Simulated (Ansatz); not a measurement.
Given:

BeO (wurtzite)

```
BeO
1.0
    2.71181     0.00000     0.00000
   -1.35591     2.34850     0.00000
    0.00000     0.00000     4.40456
Be O
2 2
Direct
  0.66667   0.33333   0.00149
  0.33333   0.66667   0.50149
  0.66667   0.33333   0.62371
  0.33333   0.66667   0.12371
```

E(V) scan at fixed shape, V₀ the volume above. The atoms relax within the cell's symmetry.

Level of theory: PBE (plane waves to 420 eV, PAW, scalar-relativistic; Ansatz, a program for electronic structure). k mesh 14×14×8 (Γ-centred), Fermi-Dirac smearing 0.05 eV. E stands for the smeared free energy. Compression counts positive. With the shape held, the modulus is that of even scaling; a crystal free to change shape is softer. BeO was relaxed with its symmetry unable to fall. The zero of ΔE is the relaxed starting cell.

The scan covers V/V₀ from 0.840 to 1.160 in 11 points.

**Question.** What is the fitted pressure derivative B₀′?

**Answer.** 3.7.

**Question.** What bulk modulus at fixed cell shape B₀ follows from a third-order Birch-Murnaghan fit?

**Answer.** 209 GPa.

(Under strain, the slope of the energy per volume gives the stress and its curvature an elastic modulus.)
